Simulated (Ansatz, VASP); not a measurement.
## One calculation of SrCl2, two programs

```xyz
3
Lattice="0.0000 3.4884 3.4884 3.4884 0.0000 3.4884 3.4884 3.4884 0.0000" Properties=species:S:1:pos:R:3 pbc="T T T"
Sr    0.0000    0.0000    0.0000
Cl    5.2325    5.2325    5.2325
Cl    1.7442    1.7442    1.7442
```

Alike in both runs: functional PBEsol; k mesh 5 × 5 × 5; occupations fermi-dirac, width 0.05 eV; no spin polarisation.

|  | VASP | Ansatz |
| --- | --- | --- |
| version | VASP 6.6.1 | Ansatz 0.2.0 |
| potentials or method | VASP PAW PBE potentials, release 64 (Sr_sv, Cl), cutoff 520 eV | all-electron LAPW, scalar-relativistic |
| task | single point | band structure |

VASP gave:

| Quantity | Value |
| --- | --- |
| gap on the k mesh at the Fermi level (eV) | 5.21 |
| least direct gap on the mesh (eV) | 5.48 |
| pressure (GPa) | -0.9 |

Estimate Ansatz's values.

gap on the k mesh at the Fermi level (eV): 5.21; least direct gap on the mesh (eV): 5.48; pressure (GPa): -1.1.

Ansatz ran all-electron here, so the differences hold the error of VASP's frozen core and of both bases.

Caveats: the PAW data sets were made with another functional, which shifts forces and pressure a little (VASP); an odd mesh through Γ misses points on the zone boundary, where band edges often lie (VASP).
